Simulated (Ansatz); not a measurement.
Crystal: Si2W.

```
CELL_PARAMETERS angstrom
-1.60690 1.60690 3.91495
1.60690 -1.60690 3.91495
1.60690 1.60690 -3.91495
ATOMIC_POSITIONS crystal
W 0.00000 0.00000 0.00000
Si 0.66530 0.66530 0.00000
Si 0.33470 0.33470 0.00000
```

Base run:

* Program: Ansatz 0.2.0
* Functional: PBEsol
* Potentials or basis: all-electron PAW datasets made for the crystal
* Cutoff: 320 eV
* Density cutoff: 1280 eV
* k mesh: 12 × 12 × 12
* Occupations: fermi-dirac, width 0.05 eV
* Spin: no spin polarisation

Its results: pressure -2.0 GPa; largest force 0.020 eV/Å.

Task: The run is repeated on the same cell with these changes: potentials or basis from all-electron PAW datasets made for the crystal to all-electron LAPW, non-relativistic; cutoff from 320 eV to 215 eV; density cutoff from 1280 eV to 859 eV. What comes out?

Result: Pressure 5.5 GPa; largest force 0.077 eV/Å.

Caveats: relativity is left out, which matters for the heavier elements (some runs).

Not every run made on this cell is shown here.
